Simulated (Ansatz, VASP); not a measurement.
## One calculation of Cu, two programs

INCAR

```
SYSTEM = Cu
ALGO = Normal
EDIFF = 1E-7
ENCUT = 520
GGA = PS
ISIF = 2
ISMEAR = -1
LASPH = .True.
LCHARG = .False.
LREAL = .False.
LWAVE = .False.
NBANDS = 12
NELM = 80
PREC = Accurate
SIGMA = 0.08
```

Contents of KPOINTS:

```
k-points
0
Gamma
  19 19 19
  0 0 0
```

Contents of POSCAR:

```
Cu
1.0
    0.0361500000      1.8255750000      1.8255750000
    1.8255750000      0.0361500000      1.8255750000
    1.8255750000      1.8255750000      0.0361500000
Cu
1
Direct
    0.0000000000      0.0000000000      0.0000000000
```

Input for Ansatz:

```yaml
crystal:
  lattice:
    - [0.03615, 1.825575, 1.825575]
    - [1.825575, 0.03615, 1.825575]
    - [1.825575, 1.825575, 0.03615]
  atoms:
    - { symbol: Cu, position: [0.0, 0.0, 0.0] }
kpoints:
  mp_grid: { grid: [19, 19, 19] }
  band_path:
    path:
      - [0.0, 0.0, 0.0]
      - [0.5, 0.5, 0.5]
      - [0.2451701269, 0.5, 0.7548298731]
      - [-0.2451701269, 0.2451701269, 0.5]
      - [0.0, 0.0, 0.5]
      - [0.0, 0.0, 0.0]
      - [-0.3725850634, 0.0, 0.3725850634]
      - [0.0, 0.3725850634, 0.6274149366]
      - [0.0, 0.5, 0.5]
    npoints: 5
scf:
  occupations: { method: fermi_dirac, width: 0.08 }
hamiltonian:
  xc: pbesol
  pseudopotentials: { kind: all_electron, lapw: { basis_error: 0.00025 } }
output:
  forces: true
  stress: true
  eigenvalues: true
```

Change from the starting cell: equal xy, yz and zx shear strains of +2 %.

Alike in both runs: task single point; functional PBEsol; k mesh 19 × 19 × 19; occupations fermi-dirac, width 0.08 eV; no spin polarisation.

|  | VASP | Ansatz |
| --- | --- | --- |
| version | VASP 6.6.1 | Ansatz 0.2.0 |
| potentials or method | VASP PAW PBE potentials, release 64 (Cu) | all-electron LAPW, scalar-relativistic |
| plane-wave cutoff (eV) | 520 | see its input |

```csv
,VASP,Ansatz,Ansatz less VASP
pressure (GPa),-5.6,-6.3,-0.69
largest component of the traceless stress (GPa),1.47,1.48,+0.013
```

Ansatz ran all-electron here, so the differences hold the error of VASP's frozen core and of both bases.

Caveats: the PAW data sets were made with another functional, which shifts forces and pressure a little (VASP).
